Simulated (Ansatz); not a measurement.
# Hf (Im-3m) in Ansatz: reference runs

How does Hf come out in PBE? The cell is run as given and disturbed.

Program: Ansatz 0.2.0. These are calculated values, not measurements. Logs are shortened: lines on timing, memory, paths and dates and some standing lists are left out, and cuts for length are marked.

## (1) Starting point

It takes space group Im-3m (No. 229, cubic). Conventional cell: a = 3.610 Å, b = 3.610 Å, c = 3.610 Å, α = 90.00°, β = 90.00°, γ = 90.00°. Around Hf (site symmetry m-3m) lie 8 Hf at 3.13 Å.

This isn't the form of Hf at room conditions, which is hcp.

## (2) Single point, PBE

File input.yaml:

```yaml
crystal:
  lattice:
    - [-1.805, 1.805, 1.805]
    - [1.805, -1.805, 1.805]
    - [1.805, 1.805, -1.805]
  atoms:
    - { symbol: Hf, position: [0.0, 0.0, 0.0] }
hamiltonian:
  xc: pbe
  pseudopotentials: { kind: paw }
kpoints:
  mp_grid: { grid: [10, 10, 10] }
scf:
  occupations: { method: fermi_dirac, width: 0.05 }
output:
  forces: true
  stress: true
  eigenvalues: true
  write_density: true
  write_potential: true
  elf: true
  volumetric_format: npy
```

Potentials or basis: Ansatz PAW.

Launch:

```bash
ansatz run input.yaml --threads 1 --pin off --max-ram 2560MiB --backend cpu --events-out ev --progress --plain --runs-dir out
```

Log:

```text
Warning: RAYON_NUM_THREADS=1 ignored (pool sized by the plan → 1); use --threads N
Engine: ansatz 0.2.0, aarch64-unknown-linux-gnu
Pseudopotentials: kind: paw
Pseudopotential: Hf, paw, valence charge 26, recommended cutoff 420 eV (normal), Hf.paw.azcp
Functional definition: PBE
  parameter kappa = 0.804
  parameter beta = 0.06672455060314922
  exchange = pbe_x(kappa = kappa, mu = beta*pi^2/3)
  correlation = pbe_c(beta = beta)
Crystal: 1 atoms, lattice volume = 23.523 Å³
Basis set: ecut = 420 eV, 459 PW (Γ), exchange–correlation on 48×48×48 points (8 copies of the dense FFT grid, shifted against one another)
Bands: 17, of which v1, the nominal top of the filled ones, is band 13 counted from 1 (12 counted from 0)
Symmetry: 48 space group operations
Space group: Im-3m (ITA 229), of the structure as read, at distance tolerance 2.9e-5 Å
k-points: 47 of 1000
Non-local potential: Hf, projectors of the file, l = 0: 3, l = 1: 2, l = 2: 2, l = 3: 3
PAW form: soft (Blöchl's): semilocal exchange-correlation on the pseudo side does not see the compensation charge
PAW one-centre angular grid: Hf, 590 points (default); XC on 64 Gauss nodes
Initial density: superposition of atomic densities (neutral atoms: chi_scale 0, normalization atom), corrected by the library's trained network
Initial wavefunctions: pseudopotential atomic-orbital guess
Functional: x = pbe(κ = 0.804, μ = 0.2195149727645171), c = pbe(β = 0.06672455060314922)
SCF iter   1: F=—  HF=-15721.173423 eV  |F-HF|=—  |Δ(HF+E_count)|=         —  Δρ=2.16e-3  dr2=5.05e-4  ethr=1.77e-3  ⟨swp⟩=4.9  Hψ=3358  notcnv=0
preconditioner: auto → Kerker (q_TF=auto, 2.774 Å⁻¹)  [metal: Δε(μ)=0.054 eV  Ē_g=18.384 eV  σ=0.050 eV  W_gap=0.25  n_scr=12 (ndim 8)  ℏωp=37.5 eV  f_vac=0.000  D(μ)=1.79/eV (n_scr^D=18)]
SCF iter   2: F=—  HF=-15721.173354 eV  |F-HF|=—  |Δ(HF+E_count)|=   6.89e-5  Δρ=1.28e-3  dr2=1.97e-4  ethr=1.94e-6  ⟨swp⟩=2.4  Hψ=1577  notcnv=0
SCF iter   3: F=—  HF=-15721.173393 eV  |F-HF|=—  |Δ(HF+E_count)|=   3.88e-5  Δρ=2.74e-4  dr2=1.26e-5  ethr=7.56e-7  ⟨swp⟩=2.1  Hψ=1211  notcnv=0
SCF iter   4: F=—  HF=-15721.173375 eV  |F-HF|=—  |Δ(HF+E_count)|=   1.82e-5  Δρ=1.52e-4  dr2=3.56e-6  ethr=4.85e-8  ⟨swp⟩=2.0  Hψ=1399  notcnv=0
SCF iter   5: F=—  HF=-15721.173375 eV  |F-HF|=—  |Δ(HF+E_count)|=   6.67e-7  Δρ=4.32e-5  dr2=2.47e-7  ethr=1.37e-8  ⟨swp⟩=2.1  Hψ=1405  notcnv=0
SCF iter   6: F=-15721.173375 eV  HF=-15721.173375 eV  |F-HF|=3.40e-8  |Δ(HF+E_count)|=   5.99e-9  Δρ=1.37e-5  dr2=4.16e-8  ethr=3.85e-10  ⟨swp⟩=7.2  Hψ=4650  notcnv=0
SCF 1 converged in 6 iterations: F = -15721.173375 eV  dr2 = 4.16e-8
SCF converged after 6 iterations
Free energy (F): -15721.173375 eV
Harris-Foulkes:  -15721.173375 eV  (|F-HF|=3.40e-8)
Internal energy: -15721.158090 eV  (E = F + TS)
E sigma→0 (E₀):  -15721.165733 eV
Entropy (-TS):   -0.015285 eV (-15.285 meV/atom)
Fermi energy:    18.500396 eV
--- Per-component energies (eV) ---
  E_band       = 6.220729
  E_kinetic    = 422.618632
  E_local      = -5202.319015  (includes V_loc(G=0)·N_el)
  E_nonlocal   = -1244.666836
  E_hartree    = 2436.283124
  E_xc         = -299.353319
  E_vxc        = -265.216337  (∫ρ·V_xc dr)
  E_paw        = -6927.227334  (= ΣΔE_a)
  E_vpaw       = 1423.257440  (= ΣTr[D̂ρ^β])
  E_aug_tail   = -0.000001  (compensation charges beyond the density's cutoff)
  E_ewald      = -4906.493341
  E_smearing   = -0.015285  (= −TS)
  E_closure    = 0.000000  (closes the sum)
  Σ components = -15721.173375   (vs F -15721.173375, Δ=0.00e0)
--- Forces (eV/Å), atoms counted from 1 ---
  atom   1  Hf     0.00000000    -0.00000000     0.00000000
  max |Σ_I F_I| component: 2.22e-31 eV/Å
--- Stress (GPa, compression-positive) ---
       -4.896855      -0.000000      -0.000000
       -0.000000      -4.896855       0.000000
        0.000000      -0.000000      -4.896855
  P = ⅓ Tr σ = -4.8969 GPa (-48.969 kbar)
--- Band table (eV; the first three rows and the last of 47) ---
  k-point 0: bands = ["-43.1894", "-11.5020", "-11.5020", "-11.5020", "6.8419", "6.8419", "6.8419", "6.9042", "6.9042", "6.9042", "6.9295", "11.6317", "19.9778", "19.9778", "19.9778", "22.6181", "22.6181"]
  k-point 1: bands = ["-43.1843", "-11.5719", "-11.5242", "-11.5022", "6.8438", "6.8462", "6.8464", "6.9001", "6.9025", "6.9027", "6.9241", "11.9766", "19.7449", "19.8713", "20.3210", "22.2899", "22.6211"]
  k-point 2: bands = ["-43.1708", "-11.7507", "-11.5819", "-11.5027", "6.8479", "6.8576", "6.8582", "6.8903", "6.8931", "6.8999", "6.9160", "12.9220", "19.2031", "19.3823", "21.3176", "22.0516", "22.6849"]
  k-point 46: bands = ["-43.0943", "-11.9913", "-11.9913", "-11.9913", "6.8259", "6.8691", "6.8691", "6.8691", "6.9111", "6.9111", "6.9111", "16.1295", "16.1295", "24.9003", "24.9003", "24.9003", "25.3310"]
```

v_z.tsv:

```text
# z_ang	v_es[eV]	v_tot[eV]
# format = ansatz-planar-average/11
# xc	pbe
# density_cutoff_ev	1680
# datasets	Hf=:simpson_from_first_knot:soft
# lattice	-1.805000000	1.805000000	1.805000000
# lattice	1.805000000	-1.805000000	1.805000000
# lattice	1.805000000	1.805000000	-1.805000000
# sites	1
# site	72	0.000000000	0.000000000	0.000000000
0.000000	5.715293e0	-8.501251e0
0.130265	5.853623e0	-8.220440e0
0.260529	6.288006e0	-7.387373e0
0.390794	7.065169e0	-6.022292e0
0.521059	8.233616e0	-4.169276e0
0.651323	9.791097e0	-1.925256e0
[... 16 lines left out ...]
2.865822	6.288006e0	-7.387373e0
2.996087	5.853623e0	-8.220440e0
```

Run time: 1.7 s. Hardware: 1 thread of Arm Neoverse V1, shared host; peak memory 0.27 GiB.

Results:

```yaml
Free_energy: -15721.1734 eV
Pressure: -4.9 GPa
Band_gap_on_the_k_mesh: none (metal or under the smearing width)
```

Levels at points of the mesh, in eV from the Fermi level:
| k point | band 11 | band 12 | band 13 | band 14 | band 15 | band 16 |
| --- | --- | --- | --- | --- | --- | --- |
| (0.00, 0.00, 0.00) | -11.57 | -6.87 | 1.48 | 1.48 | 1.48 | 4.12 |
| (0.00, 0.00, -0.50) | -11.59 | -3.23 | -0.42 | 0.88 | 3.92 | 4.87 |
| (-0.50, -0.50, -0.50) | -11.59 | -2.37 | -2.37 | 6.40 | 6.40 | 6.40 |

Spin-orbit coupling is left out, which matters for the levels of Hf.

## (3) Single point, PBE (cell strained at random at fixed volume)

File input.yaml:

```yaml
crystal:
  lattice:
    - [-1.735385, 1.788095, 1.840338]
    - [1.768404, -1.761063, 1.846325]
    - [1.781798, 1.807476, -1.813306]
  atoms:
    - { symbol: Hf, position: [-0.016525, -0.006803, -0.010409] }
hamiltonian:
  xc: pbe
  pseudopotentials: { kind: paw }
kpoints:
  mp_grid: { grid: [10, 10, 10] }
scf:
  occupations: { method: fermi_dirac, width: 0.05 }
output:
  forces: true
  stress: true
  eigenvalues: true
```

Potentials or basis: Ansatz PAW.

Launch:

```bash
ansatz run input.yaml --threads 1 --pin off --max-ram 2560MiB --backend cpu --events-out ev --progress --plain --runs-dir out
```

Log:

```text
Warning: RAYON_NUM_THREADS=1 ignored (pool sized by the plan → 1); use --threads N
Engine: ansatz 0.2.0, aarch64-unknown-linux-gnu
Pseudopotentials: kind: paw
Pseudopotential: Hf, paw, valence charge 26, recommended cutoff 420 eV (normal), Hf.paw.azcp
Functional definition: PBE
  parameter kappa = 0.804
  parameter beta = 0.06672455060314922
  exchange = pbe_x(kappa = kappa, mu = beta*pi^2/3)
  correlation = pbe_c(beta = beta)
Crystal: 1 atoms, lattice volume = 23.523 Å³
Basis set: ecut = 420 eV, 457 PW (Γ), exchange–correlation on 48×48×48 points (8 copies of the dense FFT grid, shifted against one another)
Bands: 17, of which v1, the nominal top of the filled ones, is band 13 counted from 1 (12 counted from 0)
Symmetry: 2 space group operations
[... 24 lines left out ...]
--- Per-component energies (eV) ---
  E_band       = 6.147650
  E_kinetic    = 422.630743
  E_local      = -5203.572466  (includes V_loc(G=0)·N_el)
  E_nonlocal   = -1244.664387
  E_hartree    = 2436.875180
  E_xc         = -299.360063
  E_vxc        = -265.224637  (∫ρ·V_xc dr)
  E_paw        = -6927.233232  (= ΣΔE_a)
  E_vpaw       = 1423.243838  (= ΣTr[D̂ρ^β])
  E_aug_tail   = -0.000001  (compensation charges beyond the density's cutoff)
  E_ewald      = -4905.831813
  E_smearing   = -0.015590  (= −TS)
  E_closure    = 0.000000  (closes the sum)
  Σ components = -15721.171628   (vs F -15721.171628, Δ=0.00e0)
--- Forces (eV/Å), atoms counted from 1 ---
  atom   1  Hf     0.00000000     0.00000000     0.00000000
  max |Σ_I F_I| component: 0.00e0 eV/Å
--- Stress (GPa, compression-positive) ---
       -5.620523      -1.203263      -0.948912
       -1.203263      -4.973258      -0.784086
       -0.948912      -0.784086      -3.871529
  P = ⅓ Tr σ = -4.8218 GPa (-48.218 kbar)
--- Band table (eV; the first three rows and the last of 504) ---
  k-point 0: bands = ["-43.1926", "-11.5267", "-11.4953", "-11.4907", "6.8350", "6.8395", "6.8428", "6.8972", "6.9021", "6.9052", "6.9269", "11.6324", "19.6718", "19.9564", "20.2967", "22.3892", "22.8684"]
  k-point 1: bands = ["-43.1879", "-11.5845", "-11.5241", "-11.4929", "6.8375", "6.8431", "6.8468", "6.8963", "6.8988", "6.9033", "6.9213", "11.9744", "19.4555", "19.9479", "20.4430", "22.4230", "22.6304"]
  k-point 2: bands = ["-43.1753", "-11.7522", "-11.5802", "-11.4976", "6.8421", "6.8539", "6.8571", "6.8898", "6.8915", "6.8995", "6.9108", "12.9138", "18.9260", "19.3867", "21.3619", "22.4663", "22.6277"]
  k-point 503: bands = ["-43.0970", "-12.0334", "-12.0141", "-11.9360", "6.8227", "6.8660", "6.8665", "6.8672", "6.9051", "6.9097", "6.9102", "16.0830", "16.1747", "24.5572", "24.8616", "24.9714", "25.1541"]
```

It took 10 s on 1 thread of Arm Neoverse V1, shared host; peak memory 0.44 GiB.

Results:

* Free energy: -15721.1716 eV
* Pressure: -4.8 GPa
* Band gap on the k mesh: none (metal or under the smearing width)

Stress tensor (GPa, compression positive):
```
-5.62 -1.20 -0.95
-1.20 -4.97 -0.78
-0.95 -0.78 -3.87
```

Levels at points of the mesh, in eV from the Fermi level:
| k point | band 9 | band 10 | band 11 | band 12 | band 13 | band 14 | band 15 | band 16 | band 17 |
| --- | --- | --- | --- | --- | --- | --- | --- | --- | --- |
| (0.00, 0.00, 0.00) | -11.60 | -11.60 | -11.58 | -6.87 | 1.17 | 1.45 | 1.79 | 3.88 | 4.36 |
| (0.00, 0.00, -0.50) | -11.61 | -11.61 | -11.60 | -3.25 | -0.69 | 0.85 | 4.34 | 5.18 | 7.05 |
| (0.00, -0.50, 0.00) | -11.61 | -11.60 | -11.59 | -3.27 | -0.41 | 0.75 | 3.90 | 5.03 | 7.01 |
| (0.00, -0.50, -0.50) | -11.60 | -11.60 | -11.59 | -3.23 | -0.22 | 0.87 | 3.60 | 4.69 | 7.18 |
| (-0.50, 0.00, 0.00) | -11.61 | -11.60 | -11.59 | -3.29 | -0.27 | 0.70 | 3.74 | 4.88 | 6.99 |
| (-0.50, 0.00, -0.50) | -11.61 | -11.60 | -11.59 | -3.20 | -0.36 | 0.97 | 3.71 | 4.81 | 7.22 |
| (-0.50, -0.50, 0.00) | -11.61 | -11.61 | -11.59 | -3.15 | -0.61 | 1.16 | 4.06 | 4.87 | 7.33 |
| (-0.50, -0.50, -0.50) | -11.60 | -11.59 | -11.59 | -2.42 | -2.33 | 6.05 | 6.36 | 6.47 | 6.65 |

The run has no spin-orbit coupling, so splittings on Hf are missing.
